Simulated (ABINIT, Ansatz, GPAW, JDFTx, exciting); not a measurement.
MgO: band gap by level of theory

```xyz
2
Lattice="0.0000 2.0970 2.0970 2.0970 0.0000 2.0970 2.0970 2.0970 0.0000" Properties=species:S:1:pos:R:3 pbc="T T T"
Mg    0.0000    0.0000    0.0000
O     2.0970    2.0970    2.0970
```

```tsv
rung	level	program and potentials	cutoff (eV)	k mesh	task	core time	chip	band gap (eV)	miss (eV)	notes
GGA	PBE	Ansatz, PAW datasets made for the crystal	360	8 × 8 × 8	single point	2.7 s	Intel Xeon Platinum 8488C Sapphire Rapids	4.86	-2.91	4 valence electrons an atom on average
GGA	PBE	ABINIT, PseudoDojo NC SR PBE v0.5 standard	1034	8 × 8 × 8	single point	11 s	Arm Neoverse V2	4.89	-2.88	8 valence electrons an atom on average
GGA	PBE	JDFTx, PseudoDojo-SR-PBE-0.5-standard	1143	11 × 11 × 11	band structure	12 s	Arm Neoverse V1	4.89	-2.88	8 valence electrons an atom on average; from the band path
GGA	PBEsol	JDFTx, PseudoDojo-SR-PBEsol-0.4.1-standard	1143	11 × 11 × 11	band structure	12 s	Arm Neoverse V1	4.79	-2.98	8 valence electrons an atom on average; from the band path
GGA	revPBE	GPAW, the program's PAW data sets (release 1.2.1) made for this functional	800	11 × 11 × 11	band structure	14 s	Intel Xeon 6975P-C Granite Rapids	4.98	-2.79	8 valence electrons an atom on average
non-local van der Waals functional	vdW-DF	GPAW, GPAW PAW data sets (gpaw-data 1.2.1)	800	9 × 9 × 9	band structure	19 s	Arm Neoverse V1	5.31	-2.46	potentials made for PBE; 8 valence electrons an atom on average
non-local van der Waals functional	BEEF-vdW	GPAW, GPAW PAW data sets (gpaw-data 1.2.1)	800	9 × 9 × 9	band structure	20 s	Arm Neoverse V1	5.24	-2.53	potentials made for PBE; 8 valence electrons an atom on average
LDA	LDA	ABINIT, JTH PAW LDA v2.0	626	14 × 14 × 14	single point	22 s	Arm Neoverse V2	4.78	-2.99	8 valence electrons an atom on average
GGA	PBE	GPAW, PAW data sets generated for this functional	800	9 × 9 × 9	band structure	25 s	Arm Neoverse V1	4.89	-2.88	8 valence electrons an atom on average
GGA	WC	ABINIT, JTH PAW PBE v2.0	626	11 × 11 × 11	band structure	31 s	Arm Neoverse V1	4.79	-2.98	potentials made for PBE; 8 valence electrons an atom on average
GGA	PBE	ABINIT, JTH PAW PBE v2.0	626	14 × 14 × 14	single point	32 s	Arm Neoverse V1	4.86	-2.91	8 valence electrons an atom on average
GGA	BLYP	ABINIT, JTH PAW PBE v2.0	626	11 × 11 × 11	band structure	35 s	Arm Neoverse V1	5.12	-2.65	potentials made for PBE; 8 valence electrons an atom on average
LDA	LDA	ABINIT, PseudoDojo NC SR LDA v0.4.1 standard	1143	11 × 11 × 11	band structure	51 s	Arm Neoverse V2	(a)	?	8 valence electrons an atom on average
LDA	LDA	JDFTx, PseudoDojo-SR-LDA-0.4.1-standard	1143	4 × 4 × 4	screening	2.2 min	Arm Neoverse V2	4.81	-2.96	coarse mesh; 8 valence electrons an atom on average
hybrid	HSE06	Ansatz, PAW datasets made for the crystal	430	8 × 8 × 8	single point	2.7 min	Intel Xeon Platinum 8488C Sapphire Rapids	6.61	-1.16	8 valence electrons an atom on average
GGA	PBEsol	exciting, all-electron LAPW+lo, shipped species files, valence relativity iora*	-	11 × 11 × 11	band structure	3.4 min	Arm Neoverse V2	(b)	?	-
```

Times are single runs on shared hosts and different chips, so they are rough; meshes, cutoffs and the tasks' sizes weigh on the time. All rows: no spin polarisation. Gaps are the least found on the k mesh or the band path, and a mesh can miss the band edges. Meshes differ between rows, which moves values too. All levels ran on this one cell, unrelaxed unless noted. Meshes are those of the run's cell of 2 atoms unless a note names another. Misses use the values as printed. Runs on faulty files, with rough fits or with known faults for this quantity aren't shown. No row holds spin-orbit coupling.

Measured: 7.77 eV at 295 K (a printed reference work). The runs are for a static lattice.

Estimate the values left out from the other rows.

(a) 4.82 eV, miss -2.95; (b) 4.77 eV, miss -3.00.
